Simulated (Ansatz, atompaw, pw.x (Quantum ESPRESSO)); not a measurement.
# Equation-of-state test of one PAW (atompaw) potential (H)

atompaw 4.2.0.5 input, output lines left out:

```
H 1
GGA-PBE scalarrelativistic loggrid 1500 logderivrange -2 5 176
1 0 0 0 0 0
1 0 1
0 0 0
v
1
1.50 1.10 1.00 1.10
y
-0.11
n
y
0.2
y
0.7
n
custom polynom2 7 10 vanderbiltortho gaussian
2 0.5 troulliermartins
1.50
1.50
1.50
1.50
```

Crystal test: bcc H in pw.x 7.5, no spin, 18³ k-points, Fermi–Dirac smearing 0.01 Ry, cutoffs 40/400 Ry. The reference is all-electron LAPW (Ansatz 0.2.0) with the same functional, mesh and smearing; V0 and B0 come from Birch–Murnaghan fits to the pressures at five volumes. Errors are pseudo minus all-electron; Δ is the rms difference of the E(V) curves that follow from these fits, minima aligned, over ±6 % about the mean V0. Mesh and smearing are coarse, so the numbers serve the comparison and aren't converged zero-temperature values; the lattice is a test structure that the element need not adopt.

All-electron: a0 = 1.811 Å (V0 = 2.97 Å³/atom), B0 = 107.8 GPa.

**Question.** How far does the potential miss the all-electron equation of state?

**Answer.** mean pressure error (GPa): +0.13; a0 (Å): 1.811; a0 error (%): +0.04; B0 error (%): +0.1; Δ (meV/atom): 0.1.

```
V (Å³/atom)  P all-electron (GPa)  P pseudo (GPa)
      2.881                  3.34            3.50
      2.957                  0.38            0.53
      3.033                 -2.27           -2.14
      3.109                 -4.64           -4.53
      3.185                 -6.78           -6.67
```

**Question.** At the middle volume, how do free energy and pressure move when the wave cutoff is lowered (ecutrho held at 400 Ry)?

**Answer.**

```json
{"cutoff (Ry)": "18", "shift of F (meV/atom)": "+2.0", "shift of P (GPa)": "-0.68"}
{"cutoff (Ry)": "24", "shift of F (meV/atom)": "+0.1", "shift of P (GPa)": "-0.04"}
{"cutoff (Ry)": "32", "shift of F (meV/atom)": "+0.0", "shift of P (GPa)": "+0.00"}
```

The run at the middle volume (195 k-points, 5 iterations) took about 1.6 s on one core of a shared host (AMD EPYC 9R45 96-Core Processor, 96 threads, 376 GiB, load 43).
